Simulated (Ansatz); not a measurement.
Free-standing chains of the atoms of Co, named by their start (strip: triangular double chain, ladder: square double chain); atoms and period are relaxed, and energies count from relaxed bulk Co (P6_3/mmc, 10.85 Å³/atom, gap on the mesh 0.00 eV).

Method: DFT PBE, scalar-relativistic, plane waves, PAW (Ansatz 0.2.0).

Cutoff 420 eV, Gaussian smearing of 0.05 eV, energies at zero smearing, symmetry of each start kept, collinear spin where a moment is listed.

| start | atoms | k mesh | excess energy (eV per host atom) | period (Å) | highest filled level or Fermi level under vacuum (eV) | size of the moment (μB per cell) |
| --- | --- | --- | --- | --- | --- | --- |
| linear chain | 1 | 1×1×29 | 3.144 | 2.229 | 4.54 | 2.31 |
| dimerised chain | 2 | 1×1×15 | 3.196 | 4.352 | 4.66 | 4.53 |
| zigzag chain* | 2 | 1×1×16 | 2.315 | 2.304 | - | 4.00 |
| ladder chain | 4 | 1×1×15 | 2.372 | 4.533 | - | 8.23 |
| strip chain | 2 | 1×1×27 | 2.310 | 2.324 | - | 4.22 |

Zero in every row: gap on the mesh (eV).

* ends far from its start.

Each run keeps its start's symmetry and one magnetic start, so lower states can exist. Rows stand on unlike meshes and boxes, so starts that end alike can differ by a few hundredths of an eV per atom.